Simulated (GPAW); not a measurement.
# Cr (P6_3/mmc) in GPAW: a series of runs

Aim: see how the results for Cr move with the level of theory and the settings. Levels: PBEsol, LDA. Tasks: band structure, equation of state.

All numbers are computed with GPAW 26.7.0; they aren't measurements. Logs are shortened: lines on timing, memory, paths and dates and some standing lists are left out, and cuts for length are marked. The log counts tension as positive stress, the text compression.

**1. Starting point**

Symmetry: P6_3/mmc, No. 194, hexagonal system. The conventional cell has a = 2.714 Å, b = 2.714 Å, c = 4.410 Å, α = 90.00°, β = 90.00°, γ = 120.00°. Cr (site symmetry -6m2) is surrounded by 12 Cr at 2.71 Å.

This isn't the form of Cr at room conditions, which is bcc.

**2. Band structure, PBEsol, collinear spin, ferromagnetic start**

Contents of run.py:

```python
from ase import Atoms
from ase.dft.bandgap import bandgap
from ase.io import write
from ase.units import GPa
from gpaw import GPAW, PW, setup_paths

setup_paths.insert(0, '.')

atoms = Atoms(['Cr', 'Cr'],
              cell=[[2.714, 0.0, 0.0],
                    [-1.357, 2.3503929459, 0.0],
                    [0.0, 0.0, 4.41]],
              scaled_positions=[[0.6666666667, 0.3333333333, 0.75],
                                [0.3333333333, 0.6666666667, 0.25]],
              pbc=True)
atoms.set_initial_magnetic_moments([3.0, 3.0])

calc = GPAW(mode=PW(600),
            xc='PBEsol',
            kpts={'size': (9, 9, 5), 'gamma': True},
            occupations={'name': 'fermi-dirac', 'width': 0.05},
            nbands=17,
            convergence={'density': 1e-05, 'energy': 1e-05},
            maxiter=150,
            txt='gpaw.txt')
atoms.calc = calc
energy = atoms.get_potential_energy()
forces = atoms.get_forces()
stress = atoms.get_stress()
calc.write('gs.gpw')
write('result.traj', atoms)
print(f'Energy: {energy:.6f} eV')
print('Forces (eV/A):')
print(forces.round(4))
print('Stress (GPa):', (stress / GPa).round(3))
print('Moments:', calc.get_magnetic_moments().round(3))
print('Fermi level:', round(calc.get_fermi_level(), 4), 'eV')
print(f'Gap: {bandgap(calc)[0]:.4f} eV, direct: {bandgap(calc, direct=True)[0]:.4f} eV')

path = atoms.cell.bandpath('GMKGALHA,LM,KH', npoints=80, eps=1e-4)
bs_calc = calc.fixed_density(kpts=path, symmetry='off', nbands=26,
                             convergence={'bands': 'CBM+6.0', 'eigenstates': 1e-6}, txt='bands.txt')
bs = bs_calc.band_structure()
bs.write('bs.json')
print(f'Gap on the path: {bandgap(bs_calc)[0]:.4f} eV')
```

Potentials or basis: PAW data sets generated in the run's folder for this functional, pw.

On the command line:

```console
gpaw-setup -f PBEsol Cr
OMP_NUM_THREADS=1 python run.py
```

gpaw.txt:

```text
__  _  _
 | _ |_)|_||  |
 |__||  | ||/\| - 26.7.0

Input parameters:
  mode=PW(ecut=600.0),
  convergence={'density': 1e-05, 'energy': 1e-05},
  kpts=MonkhorstPack(size=(9, 9, 5), gamma=True),
  maxiter=150,
  nbands=17,
  occupations=Occupations(name='fermi-dirac', width=0.05),
  xc=XC(name='PBEsol')

Diagonalizing LCAO Hamiltonian
Converting LCAO to pw mode

          Cr

        Cr

Atoms  # Å, Bohr magnetons
|   | symbol |         x |        y |        z |    initial magnetic moments |
|---|--------|-----------|----------|----------|-----------------------------|
| 0 |     Cr |  1.357000 | 0.783464 | 3.307500 | ( 0.0000,  0.0000,  3.0000) |
| 1 |     Cr | -0.000000 | 1.566929 | 1.102500 | ( 0.0000,  0.0000,  3.0000) |

Unit cell  # Å
| periodic |         x |        y |        z |  lengths |     angles |
|----------|-----------|----------|----------|----------|------------|
|      yes |  2.714000 | 0.000000 | 0.000000 | 2.714000 |  90.000000 |
|      yes | -1.357000 | 2.350393 | 0.000000 | 2.714000 |  90.000000 |
|      yes |  0.000000 | 0.000000 | 4.410000 | 4.410000 | 120.000000 |

Number of symmetries: 12
Symmetry operations  # r_c * U_cc + t_c -> r_c
|    | kind |            matrix            |
|----|------|------------------------------|
|  0 |  σ   |  1, 1, 0,  0,-1, 0,  0, 0, 1 |
|  1 |  S6  |  1, 1, 0, -1, 0, 0,  0, 0,-1 |
|  2 |  E   |  1, 0, 0,  0, 1, 0,  0, 0, 1 |
|  3 |  C2  |  1, 0, 0, -1,-1, 0,  0, 0,-1 |
|  4 |  C2  |  0, 1, 0,  1, 0, 0,  0, 0,-1 |
|  5 |  C3  |  0, 1, 0, -1,-1, 0,  0, 0, 1 |
|  6 |  S6  |  0,-1, 0,  1, 1, 0,  0, 0,-1 |
|  7 |  σ   |  0,-1, 0, -1, 0, 0,  0, 0, 1 |
|  8 |  σ   | -1, 0, 0,  1, 1, 0,  0, 0, 1 |
|  9 |  i   | -1, 0, 0,  0,-1, 0,  0, 0,-1 |
| 10 |  C3  | -1,-1, 0,  1, 0, 0,  0, 0, 1 |
| 11 |  C2  | -1,-1, 0,  0, 1, 0,  0, 0,-1 |

BZ-sampling:
  Number of BZ points: 405
  Number of IBZ points: 50

  Monkhorst-Pack size: [9, 9, 5]
  Monkhorst-Pack shift: [0, 0, 0]

K-points  # in reciprocal-cell coordinates
|     |                                coordinates |     weight |
|-----|--------------------------------------------|------------|
|   0 | (  0.00000000,   0.00000000,   0.00000000) | 0.00246914 |
|   1 | (  0.00000000,   0.00000000,   0.20000000) | 0.00493827 |
|   2 | (  0.00000000,   0.00000000,   0.40000000) | 0.00493827 |
|   3 | (  0.11111111,   0.00000000,  -0.40000000) | 0.01481481 |
|   4 | (  0.11111111,   0.00000000,  -0.20000000) | 0.01481481 |
|   5 | (  0.11111111,   0.00000000,   0.00000000) | 0.01481481 |
|   6 | (  0.11111111,   0.00000000,   0.20000000) | 0.01481481 |
|   7 | (  0.11111111,   0.00000000,   0.40000000) | 0.01481481 |
|   8 | (  0.22222222,  -0.11111111,   0.00000000) | 0.01481481 |
|   9 | (  0.22222222,  -0.11111111,   0.20000000) | 0.02962963 |
| ... |                                            |            |
|  49 | (  0.44444444,   0.44444444,   0.40000000) | 0.02962963 |

Plane wave coefficients: 966
Cutoff: 600.0 eV

Spin-components: 2 (collinear spins)
Bands:           17
Projectors:      12
Spin-degeneracy: 1
Datatype:        complex128

Parallelization:
  kpt:    1
  domain: 1
  band:   1

Density:
  Valence electrons: 12.0
  Components: 2
  Grid points: [16 16 25]
  Charge: 0.0  # |e|

Potential:
  Grid points: [16 16 25]

species:
  Cr:
    name:    Chromium
    Z:       24.0
    valence: 6
    core:    18
    charge:  0.0  # [|e|]
    compensation charges:
      type: gauss
      rc: 0.35  # [Å]
      lmax: 2
    cutoffs:
      filter: 2.14  # [Å]
      core: 3.04  # [Å]
    projectors
    | kind |    occ | energy [eV] | rcut [Å] |
    |------|--------|-------------|----------|
    |   4s |  1.000 |      -4.015 |    1.164 |
    |   4p |  0.000 |      -0.955 |    1.217 |
    |   3d |  5.000 |      -2.928 |    1.111 |
    |    s |        |      23.196 |    1.164 |
    |    p |        |      26.257 |    1.217 |
    |    d |        |      24.283 |    1.111 |

    Using partial waves for Cr as LCAO basis

Reference energy: -57106.248222  # eV

eigensolver:
  PPCG
  Converge bands: occupied
  niter=2

density mixing:
  MSR1-Mixer
  Pratt-step length: 0.05
  Maximum mixing coefficient: 0.75
  Old densities: 10
  SVD Regularization: 0.005
  Good broyden scale: 1.0
  Trust region scale: 1.0
  Backstep threshold: 4.0
  History deletion threshold: 6.0
  Fourier metric: weight=20.0, sigma=0.015

occupation numbers:
  Fermi-Dirac:
    width: 0.0500  # eV

poisson solver:
  ecut: 4800.0  # eV

xc functional:
  name: PBEsol with 2 nearest neighbor stencil

convergence criteria:
- Maximum integral of absolute [dens]ity change: 1e-05 electrons / valence electron
- Maximum [total energy] change in last 3 cyles: 1e-05 eV / valence electron
- Maximum integral of absolute [eigenst]ate change: 4e-08 eV^2 / valence electron
maximum number of iterations: 150

SCF iterations
|iter     | |      energy | eigst |  dens |  magmom |
|---------|-|-------------|-------|-------|---------|
|iter:   1| |  -18.061525 | -0.16 |       |  +5.9958|
|iter:   2| |  -18.094453 | -1.84 | -0.64 |  +5.8964|
|iter:   3| |  -18.453248 | -1.68 | -0.66 |  +4.5948|
|iter:   4| |  -18.562732 | -2.16 | -1.02 |  +3.5735|
|iter:   5| |  -18.594514 | -2.68 | -1.40 |  +2.7673|
|iter:   6| |  -18.486728 | -1.58 | -1.52 |  -1.8691|
|iter:   7| |  -18.623654 | -1.34 | -0.94 |  -1.4022|
|iter:   8| |  -18.600764 | -2.17 | -1.21 |  -0.8490|
|iter:   9| |  -18.614875 | -2.45 | -1.62 |  -1.5839|
|iter:  10| |  -18.624585 | -2.35 | -1.60 |  -2.2718|
|iter:  11| |  -18.628275 | -3.48 | -1.80 |  -1.7483|
|iter:  12| |  -18.628435 | -4.19 | -2.24 |  -1.7458|
|iter:  13| |  -18.628806 | -4.03 | -2.55 |  -1.8666|
|iter:  14| |  -18.628833 | -5.02 | -2.78 |  -1.8743|
|iter:  15| |  -18.628789c| -5.33 | -3.27 |  -1.8503|
|iter:  16| |  -18.628821c| -5.97 | -3.46 |  -1.8653|
|iter:  17| |  -18.628829c| -6.89 | -4.14 |  -1.8692|
|iter:  18| |  -18.628830c| -7.67c| -4.76 |  -1.8694|
|iter:  19| |  -18.628830c| -8.04c| -5.07c|  -1.8695|

Converged in 19 steps
Energy contributions relative to reference atoms: (reference = -57106.248222)

Energy contributions:
  Kinetic:         -51.351726
  Coulomb:          36.364271
  Zero:              0.349368
  External:          0.000000
  Xc:               -3.972339
  Entropy:          -0.036807
  Spinorbit:         0.000000
  ----------------------------
  Free energy:     -18.647233
  Extrapolated:    -18.628830

dipole moment: (0.000015, 0.000026, 0.000048)  # |e|*Ang

Total magnetic moment: (0.000000, 0.000000, -1.869495)

Local magnetic moments
|        x |        y |         z |
|----------|----------|-----------|
| 0.000000 | 0.000000 | -0.825358 |  # Cr   0
| 0.000000 | 0.000000 | -0.825358 |  # Cr   1

Fermi level: 8.361
Eigenvalues  # (at kpt = [0.000, 0.000, 0.000])
| band index |      eig [eV] | occ [0-1] |      eig [eV] | occ [0-1] |
|------------|---------------|-----------|---------------|-----------|
|          0 |         1.615 |     1.000 |         1.276 |     1.000 |
|          1 |         5.359 |     1.000 |         4.845 |     1.000 |
|          2 |         8.392 |     0.349 |         7.675 |     1.000 |
|          3 |         8.466 |     0.111 |         7.675 |     1.000 |
|          4 |         8.466 |     0.110 |         7.728 |     1.000 |
|          5 |         8.845 |     0.000 |         8.036 |     0.999 |
|          6 |         8.845 |     0.000 |         8.036 |     0.999 |
|          7 |         9.119 |     0.000 |         8.474 |     0.094 |
|          8 |         9.330 |     0.000 |         8.474 |     0.094 |
|          9 |         9.330 |     0.000 |         8.817 |     0.000 |
|         10 |        10.586 |     0.000 |         9.697 |     0.000 |
|         11 |        10.586 |     0.000 |         9.697 |     0.000 |
|        ... |               |           |               |           |
|         16 |        20.803 |     0.000 |        20.233 |     0.000 |

No gap
No difference between direct/indirect transitions

Forces  # eV/Ang
|        x |       y |        z |
|----------|---------|----------|
|  0.00000 | 0.00000 |  0.00001 |  # Cr   0
| -0.00000 | 0.00000 | -0.00001 |  # Cr   1

Stress tensor  # eV/Ang^3
|         x |         y |        z |
|-----------|-----------|----------|
|  0.204094 | -0.000000 | 0.000000 |
| -0.000000 |  0.204094 | 0.000000 |
|  0.000000 |  0.000000 | 0.184225 |

# Writing to gs.gpw (mode='')
```

It took 84 s on 1 thread of Intel Xeon Platinum 8259CL at 2.50GHz (Skylake/Cascade Lake), shared host; peak memory 0.26 GiB.

Results:

| Quantity | Value |
| --- | --- |
| Free energy | -18.6472 eV |
| Pressure | -31.6 GPa |
| Band gap along the path | none (metal or under the smearing width) |
| Net moment | -1.87 μB per cell |
| Site moments | Cr -0.83 μB |

Stress tensor (GPa, compression positive):
```
-32.70   0.00   0.00
  0.00 -32.70   0.00
  0.00   0.00 -29.52
```

Levels at the corners of the path, in eV from the Fermi level:
Spin up:
```csv
point,band 1,band 2,band 3,band 4,band 5,band 6,band 7,band 8,band 9,band 10
Γ,-6.75,-3.00,0.03,0.10,0.10,0.48,0.48,0.76,0.97,0.97
M,-2.63,-2.48,-2.17,-0.69,-0.02,0.04,0.43,2.37,2.50,2.54
K,-1.95,-1.70,-1.70,-1.51,-0.29,-0.29,0.75,2.02,2.02,2.22
Γ,-6.75,-3.00,0.03,0.10,0.10,0.48,0.48,0.76,0.97,0.97
A,-4.78,-4.78,-0.52,-0.52,0.05,0.05,0.05,0.05,1.87,1.87
L,-2.80,-2.80,-1.33,-1.33,1.06,1.06,1.24,1.24,2.47,2.47
H,-1.49,-1.49,-1.44,-1.44,-0.64,-0.64,0.90,0.90,2.22,2.22
A,-4.78,-4.78,-0.52,-0.52,0.05,0.05,0.05,0.05,1.87,1.87
L,-2.80,-2.80,-1.33,-1.33,1.06,1.06,1.24,1.24,2.47,2.47
M,-2.63,-2.48,-2.17,-0.69,-0.02,0.04,0.43,2.37,2.50,2.54
K,-1.95,-1.70,-1.70,-1.51,-0.29,-0.29,0.75,2.02,2.02,2.22
H,-1.49,-1.49,-1.44,-1.44,-0.64,-0.64,0.90,0.90,2.22,2.22
```
Spin down:
| point | band 3 | band 4 | band 5 | band 6 | band 7 | band 8 | band 9 | band 10 | band 11 | band 12 |
| --- | --- | --- | --- | --- | --- | --- | --- | --- | --- | --- |
| Γ | -0.69 | -0.69 | -0.63 | -0.33 | -0.33 | 0.11 | 0.11 | 0.46 | 1.34 | 1.34 |
| M | -2.83 | -1.12 | -0.83 | -0.71 | -0.25 | 1.50 | 1.60 | 1.67 | 2.92 | 4.49 |
| K | -2.25 | -2.11 | -1.04 | -1.04 | -0.05 | 1.27 | 1.27 | 1.33 | 5.28 | 6.00 |
| Γ | -0.69 | -0.69 | -0.63 | -0.33 | -0.33 | 0.11 | 0.11 | 0.46 | 1.34 | 1.34 |
| A | -1.11 | -1.11 | -0.75 | -0.75 | -0.75 | -0.75 | 0.99 | 0.99 | 0.99 | 0.99 |
| L | -2.00 | -2.00 | 0.22 | 0.22 | 0.72 | 0.72 | 1.60 | 1.60 | 2.52 | 2.52 |
| H | -2.11 | -2.11 | -1.25 | -1.25 | 0.07 | 0.07 | 1.46 | 1.46 | 6.20 | 6.20 |
| A | -1.11 | -1.11 | -0.75 | -0.75 | -0.75 | -0.75 | 0.99 | 0.99 | 0.99 | 0.99 |
| L | -2.00 | -2.00 | 0.22 | 0.22 | 0.72 | 0.72 | 1.60 | 1.60 | 2.52 | 2.52 |
| M | -2.83 | -1.12 | -0.83 | -0.71 | -0.25 | 1.50 | 1.60 | 1.67 | 2.92 | 4.49 |
| K | -2.25 | -2.11 | -1.04 | -1.04 | -0.05 | 1.27 | 1.27 | 1.33 | 5.28 | 6.00 |
| H | -2.11 | -2.11 | -1.25 | -1.25 | 0.07 | 0.07 | 1.46 | 1.46 | 6.20 | 6.20 |

Caveat: a pressure of tens of GPa on the cell as given is suspect, and the run, the potentials or the cell itself is likely at fault.

**3. Band structure, LDA, collinear spin, ferromagnetic start**

run.py, as its differences from that of step 2:

```diff
@@ -4,5 +4,3 @@
 from ase.units import GPa
-from gpaw import GPAW, PW, setup_paths
-
-setup_paths.insert(0, '.')
+from gpaw import GPAW, PW
 
@@ -18,3 +16,3 @@
 calc = GPAW(mode=PW(600),
-            xc='PBEsol',
+            xc='LDA',
             kpts={'size': (9, 9, 5), 'gamma': True},
```

Potentials or basis: the program's PAW data sets (release 1.2.1) made for this functional, pw.

On the command line:

```console
OMP_NUM_THREADS=1 python run.py
```

Wall time 75 s (1 thread of Intel Xeon Platinum 8259CL at 2.50GHz (Skylake/Cascade Lake), shared host); peak memory 0.26 GiB.

The run converged. Its results:

```yaml
Free_energy: -19.3232 eV
Pressure: -39.5 GPa
Band_gap_along_the_path: none (metal or under the smearing width)
Net_moment: 0.97 μB per cell
Site_moments: Cr +0.42 μB
```

Stress tensor (GPa, compression positive):
```
-41.69   0.00   0.00
  0.00 -41.69   0.00
  0.00   0.00 -35.23
```

Levels at the corners of the path, in eV from the Fermi level:
Spin up:
```csv
point,band 4,band 5,band 6,band 7,band 8,band 9
Γ,-0.49,-0.48,-0.13,-0.13,0.32,0.32
M,-0.95,-0.63,-0.51,-0.08,1.72,1.82
K,-1.93,-0.85,-0.85,0.16,1.45,1.45
Γ,-0.49,-0.48,-0.13,-0.13,0.32,0.32
A,-0.96,-0.55,-0.55,-0.55,-0.55,1.21
L,-1.83,0.43,0.43,0.90,0.90,1.82
H,-1.94,-1.08,-1.08,0.28,0.28,1.65
A,-0.96,-0.55,-0.55,-0.55,-0.55,1.21
L,-1.83,0.43,0.43,0.90,0.90,1.82
M,-0.95,-0.63,-0.51,-0.08,1.72,1.82
K,-1.93,-0.85,-0.85,0.16,1.45,1.45
H,-1.94,-1.08,-1.08,0.28,0.28,1.65
```
Spin down:
```
point  band 2  band 3  band 4  band 5  band 6  band 7  band 8  band 9  band 10  band 11
    Γ   -3.12   -0.14   -0.12   -0.12    0.26    0.26    0.72    0.72     0.81     1.98
    M   -2.65   -2.34   -0.72   -0.25   -0.16    0.26    2.13    2.25     2.30     3.44
    K   -1.81   -1.81   -1.63   -0.49   -0.49    0.54    1.83    1.83     1.97     5.77
    Γ   -3.12   -0.14   -0.12   -0.12    0.26    0.26    0.72    0.72     0.81     1.98
    A   -4.79   -0.65   -0.65   -0.17   -0.17   -0.17   -0.17    1.62     1.62     1.62
    L   -2.95   -1.50   -1.50    0.82    0.82    1.18    1.18    2.23     2.23     3.02
    H   -1.63   -1.62   -1.62   -0.77   -0.77    0.67    0.67    2.03     2.03     6.42
    A   -4.79   -0.65   -0.65   -0.17   -0.17   -0.17   -0.17    1.62     1.62     1.62
    L   -2.95   -1.50   -1.50    0.82    0.82    1.18    1.18    2.23     2.23     3.02
    M   -2.65   -2.34   -0.72   -0.25   -0.16    0.26    2.13    2.25     2.30     3.44
    K   -1.81   -1.81   -1.63   -0.49   -0.49    0.54    1.83    1.83     1.97     5.77
    H   -1.63   -1.62   -1.62   -0.77   -0.77    0.67    0.67    2.03     2.03     6.42
```

Caveat: a pressure of tens of GPa on the cell as given is suspect, and the run, the potentials or the cell itself is likely at fault.

**4. Equation of state, LDA, collinear spin, ferromagnetic start**

Contents of run.py:

```python
from ase import Atoms
from ase.eos import EquationOfState
from ase.io import Trajectory
from ase.units import GPa
from gpaw import GPAW, PW

atoms = Atoms(['Cr', 'Cr'],
              cell=[[2.714, 0.0, 0.0],
                    [-1.357, 2.3503929459, 0.0],
                    [0.0, 0.0, 4.41]],
              scaled_positions=[[0.6666666667, 0.3333333333, 0.75],
                                [0.3333333333, 0.6666666667, 0.25]],
              pbc=True)
atoms.set_initial_magnetic_moments([3.0, 3.0])

traj = Trajectory('eos.traj', 'w')
volumes, energies = [], []
for x in [0.94, 0.96, 0.98, 1.0, 1.02, 1.04, 1.06]:
    a = atoms.copy()
    a.set_cell(atoms.cell * x**(1 / 3), scale_atoms=True)
    calc = GPAW(mode=PW(600),
                xc='LDA',
                kpts={'size': (9, 9, 5), 'gamma': True},
                occupations={'name': 'fermi-dirac', 'width': 0.05},
                nbands=17,
                convergence={'density': 1e-05, 'energy': 1e-05},
                maxiter=150,
                txt=f'eos-{x:.2f}.txt')
    a.calc = calc
    energies.append(a.get_potential_energy(force_consistent=True))
    volumes.append(a.get_volume())
    p = -a.get_stress()[:3].mean() / GPa
    calc.write(f'eos-{x:.2f}.gpw')
    traj.write(a)
    print(f'{x:.2f} {volumes[-1]:10.4f} A^3 {energies[-1]:14.6f} eV {p:9.3f} GPa', flush=True)

v0, e0, B = EquationOfState(volumes, energies, eos='birchmurnaghan').fit()
print(f'V0 = {v0:.4f} A^3, E0 = {e0:.6f} eV, B0 = {B / GPa:.2f} GPa')
```

On the command line:

```console
OMP_NUM_THREADS=1 python run.py
```

Wall time 6.2 min (1 thread of Intel Xeon Platinum 8259CL at 2.50GHz (Skylake/Cascade Lake), shared host); peak memory 0.29 GiB.

Results (log left out):

* Equilibrium volume: outside the volumes run

Energy against volume, from the lowest point:
| volume (Å³/atom) | energy (meV/atom) |
| --- | --- |
| 13.222 | 0.00 |
| 13.503 | 61.07 |
| 13.784 | 125.71 |
| 14.066 | 193.07 |
| 14.347 | 262.37 |
| 14.628 | 332.82 |
| 14.910 | 404.15 |

**5. Overview**

| task | level | potentials or basis | band path | band points | pressure (GPa) | moment (μB) |
| --- | --- | --- | --- | --- | --- | --- |
| band structure | PBEsol | PAW data sets generated in the run's folder for this functional, pw | GMKGALHA,LM,KH | 80 | -31.6 | 1.87 |
| band structure | LDA | the program's PAW data sets (release 1.2.1) made for this functional, pw | GMKGALHA,LM,KH | 80 | -39.5 | 0.97 |
| equation of state | LDA | the program's PAW data sets (release 1.2.1) made for this functional, pw | - | - | - | - |

Alike in all rows: spin collinear, ferromagnetic start; cell as given; k mesh 9 × 9 × 5; cutoff (eV) 600; smearing fermi-dirac 0.05 eV.

Caveats: a pressure of tens of GPa on the cell as given is suspect, and the run, the potentials or the cell itself is likely at fault (some runs).

Total energies depend on the potentials used, so only differences within one code and one set of settings carry meaning.
